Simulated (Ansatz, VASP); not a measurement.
**Two plane-wave programs on SrO**

File INCAR:

```
SYSTEM = SrO
PREC     = Accurate       ! precision mode
ENCUT    = 520            ! plane-wave cutoff, eV
EDIFF    = 1E-6           ! SCF threshold, eV
ISMEAR   = 0              ! smearing method
SIGMA    = 0.02           ! smearing width, eV
LREAL    = .FALSE.        ! projectors in reciprocal space
LASPH    = .TRUE.         ! aspherical terms in the spheres
NELM     = 60             ! most SCF steps
ALGO     = Normal         ! electronic algorithm
ISIF     = 2              ! what is computed and relaxed
LWAVE    = .FALSE.        ! write WAVECAR
LCHARG   = .FALSE.        ! write CHGCAR
GGA      = PE             ! functional
NBANDS   = 24             ! bands
```

KPOINTS

```
regular mesh
0
G
  9 9 6
  0 0 0
```

The input POSCAR:

```
SrO
1.0
    4.4976194928      0.0000000000      0.0000000000
   -2.2488097464      3.8950527373      0.0000000000
    0.0000000000      0.0000000000      4.9594761566
Sr O
2 2
Direct
    0.3333333300      0.6666666700      0.9187312966
    0.6666666700      0.3333333300      0.4187312966
    0.3333333300      0.6666666700      0.4562687034
    0.6666666700      0.3333333300      0.9562687034
```

Input for Ansatz:

```yaml
crystal:
  lattice:
    - [4.4976194928, 0.0, 0.0]
    - [-2.2488097464, 3.8950527373, 0.0]
    - [0.0, 0.0, 4.9594761566]
  atoms:
    - { symbol: Sr, position: [0.33333333, 0.66666667, 0.9187312966] }
    - { symbol: Sr, position: [0.66666667, 0.33333333, 0.4187312966] }
    - { symbol: O, position: [0.33333333, 0.66666667, 0.4562687034] }
    - { symbol: O, position: [0.66666667, 0.33333333, 0.9562687034] }
basis:
  ecutwfc: 420
kpoints:
  mp_grid: { grid: [9, 9, 6] }
hamiltonian:
  xc: pbe
scf:
  occupations: { method: gaussian, width: 0.02 }
output:
  forces: true
  stress: true
  eigenvalues: true
```

Alike in both runs: task single point; functional PBE; k mesh 9 × 9 × 6; occupations gaussian, width 0.02 eV; no spin polarisation.

|  | VASP | Ansatz |
| --- | --- | --- |
| version | VASP 6.6.1 | Ansatz 0.2.0 |
| potentials or method | VASP PAW PBE potentials, release 64 (Sr_sv, O) | scalar-relativistic, plane waves, PAW |
| plane-wave cutoff (eV) | 520 | 420 |
| valence electrons in the cell | 32 | 32 |

```tsv
	VASP	Ansatz	Ansatz less VASP
gap on the k mesh at the Fermi level (eV)	2.19	2.21	+0.023
least direct gap on the mesh (eV)	2.19	2.21	+0.023
pressure (GPa)	0.2	-0.3	-0.45
largest component of the traceless stress (GPa)	8.20	7.70	-0.502
rms of the force components (eV/Å)	0.574	0.538	-0.0362
```

Atom by atom the forces differ by 0.036 eV/Å (rms over components).

Caveats: an odd mesh through Γ misses points on the zone boundary, where band edges often lie.
